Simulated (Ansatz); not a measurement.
# HfN: a vibration from a frozen displacement

These are results of DFT LDA, scalar-relativistic, plane waves, PAW (Ansatz 0.2.0), not measurements. Cutoff 420 eV, Γ-centred 16×16×16 k-points, Gaussian smearing of 0.15 eV. Spin–orbit coupling is left out, which matters for the heavy elements here. No spin polarisation. Energies are free energies at this smearing, counted from the undisturbed cell; pressure is positive in compression.

Reference structure (as given, not relaxed at this level; it stands at -9.6 GPa; this zinc-blende form isn't the usual structure):

```
Hf N
1.0
     0.00000    2.45482    2.45482
     2.45482    0.00000    2.45482
     2.45482    2.45482    0.00000
Hf N
1 1
Direct
  0.00000 0.00000 0.00000
  0.75000 0.75000 0.75000
```

Every N atom is moved by x along the Cartesian unit vector (0.577, -0.577, -0.577); the cell and all other atoms stay fixed. The cell's volume is 29.59 Å³; the moved atoms weigh 14.007 u together and the others 178.490 u.

| x (Å) | ΔE (meV/cell) | total force on the moved atoms along the move (eV/Å) | pressure (GPa) |
| --- | --- | --- | --- |
| -0.3000 | 365.46 | 1.9550 | -3.3377 |
| -0.2250 | 225.05 | 1.7442 | -5.7302 |
| -0.1500 | 108.60 | 1.3323 | -7.7197 |
| -0.0750 | 29.18 | 0.7510 | -9.0978 |
| 0.0000 | 0.00 | 0.0000 | -9.6113 |
| 0.0750 | 34.46 | -0.9507 | -9.0005 |
| 0.1500 | 148.76 | -2.1600 | -7.0021 |
| 0.2250 | 368.04 | -3.7535 | -3.2669 |
| 0.2625 | 527.09 | -4.7657 | -0.6412 |
| 0.3000 | 727.96 | -5.9797 | 2.5739 |

Problem. What frequency belongs to this motion?

Solution. The force constant is k = −dF/dx = 11.345 eV/Å², from the parabola through x = -0.0750, 0 and 0.0750. In every cell the moved atoms swing against the rest, so the mass is μ = m₁m₂/(m₁ + m₂) = 12.988 u, and ν̃ = 521.5 cm⁻¹ × √(|k|/μ) = 487 cm⁻¹, at this cell's pressure of -9.6 GPa. To first order in x, and within 1 %, the force on every atom lies along the move and, within each of the two groups, in proportion to the atom's mass, so this is itself a mode at the zone centre of this cell.

Problem. How far does the harmonic law reach?

Solution. At x = -0.300 Å, kx²/2 = 510.52 meV against the computed 365.46 meV (-28.4 %): the well softens in this direction at large amplitude.

In a metal these slopes depend on the k mesh and the smearing.

Cost: 10 runs of about 3.4 core-minutes in all, on Intel Xeon Processor @ 2.70GHz (shared hosts).